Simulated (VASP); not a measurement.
**VASP 6.6.1 run: SiO2**

INCAR

```
EDIFF = 1E-7
ISIF = 2
ENCUT = 350
NSW = 0
NELMDL = 0
LWAVE = .FALSE.
ISMEAR = -1
LASPH = .TRUE.
PREC = Accurate
LREAL = .FALSE.
GGA = PE
IBRION = -1
NELM = 87
SIGMA = 0.02
LCHARG = .FALSE.
NBANDS = 15
```

KPOINTS

```
KPOINTS created by Atomic Simulation Environment
0
Gamma
10 10 10
0 0 0
```

POSCAR

```
Si O
 1.0000000000000000
    -0.0000000000000000    2.2641691162216273    2.2641691162216273
     2.2641691162216273   -0.0000000000000000    2.2641691162216273
     2.2641691162216273    2.2641691162216273   -0.0000000000000000
 Si  O
   1   2
Cartesian
 -0.0000000000000000  0.0000000000000000 -0.0000000000000000
  1.1320845581108139  1.1320845581108139  1.1320845581108139
  3.3962536743324403  3.3962536743324403  3.3962536743324403
```

The recommended PBE PAW datasets give the neutral cell 16 valence electrons.

Command

```
mpirun -np 1 vasp_std
```

Task: How does this run end, and what does it give?

Result: It converged. Results: gap between bands v and c on the k mesh 2.11 eV; least direct gap on the k mesh 2.11 eV; pressure -14.6 GPa. Band v is the last that the valence electrons fill when counted band by band, and c is the next.

OSZICAR

```
N       E                     dE             d eps       ncg     rms          rms(c)
DAV:   1     0.292248833112E+02    0.29225E+02   -0.68775E+03  1530   0.724E+02
DAV:   2    -0.213196484709E+02   -0.50545E+02   -0.46822E+02  1923   0.176E+02
DAV:   3    -0.225424524863E+02   -0.12228E+01   -0.12206E+01  1613   0.257E+01
DAV:   4    -0.225459874371E+02   -0.35350E-02   -0.35348E-02  1844   0.165E+00
DAV:   5    -0.225460046407E+02   -0.17204E-04   -0.17204E-04  1599   0.105E-01    0.105E+01
DAV:   6    -0.200437014826E+02    0.25023E+01   -0.43719E+00  1473   0.190E+01    0.403E+00
DAV:   7    -0.200296027677E+02    0.14099E-01   -0.26074E-01  1732   0.403E+00    0.181E+00
DAV:   8    -0.200232442958E+02    0.63585E-02   -0.15430E-02  1494   0.120E+00    0.464E-01
DAV:   9    -0.200241406968E+02   -0.89640E-03   -0.21064E-03  1571   0.414E-01    0.172E-01
DAV:  10    -0.200243887736E+02   -0.24808E-03   -0.49114E-04  1508   0.165E-01    0.283E-02
DAV:  11    -0.200243796497E+02    0.91239E-05   -0.18928E-05  1851   0.362E-02    0.657E-03
DAV:  12    -0.200243831068E+02   -0.34571E-05   -0.41098E-06  1473   0.153E-02    0.208E-03
DAV:  13    -0.200243831712E+02   -0.64387E-07   -0.44985E-08  1509   0.173E-03
   1 F= -.20024383E+02 E0= -.20024383E+02  d E =-.164582E-11
```

Standard output (part)

```
POSCAR found type information on POSCAR SiO
 POSCAR found :  2 types and       3 ions
 LDA part: xc-table for (Slater+PW92), standard interpolation
 POSCAR, INCAR and KPOINTS ok, starting setup
 WAVECAR not read
 WARNING: random wavefunctions but no delay for mixing, default for NELMDL
 entering main loop
```

These settings aren't sound, so the numbers aren't properties of the crystal.

On sound settings PBE gives a gap of 2.06 eV on its mesh and a pressure of 10.3 GPa for the intended cell.
